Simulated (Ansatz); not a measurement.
# Cu: which structure is lowest?

Theory: DFT, PBE, plane waves (420 eV) with PAW, scalar-relativistic in Ansatz 0.2.0.

Each structure is relaxed within its own symmetry, so a high-lying one may be dynamically unstable.

```tsv
structure	ΔE (meV/atom)	V (Å³/atom)	cell	magnetic state
fcc	0	11.95	a = 3.629 Å	spin not included
dhcp	6	11.97	a = 2.567 Å, c = 8.385 Å (c/a = 3.266)	spin not included
hcp	9	11.98	a = 2.566 Å, c = 4.202 Å (c/a = 1.637)	spin not included
bcc	36	12.00	a = 2.885 Å	spin not included
omega (AlB2-type)	78	12.18	a = 4.126 Å, c = 2.478 Å (c/a = 0.601)	spin not included
A15	100	12.28	a = 4.615 Å	spin not included
simple cubic	471	13.94	a = 2.407 Å	spin not included
diamond	1041	19.15	a = 5.350 Å	spin not included
```

ΔE counts from fcc.

Differences under about 8 meV lie within the error of the k-point mesh.
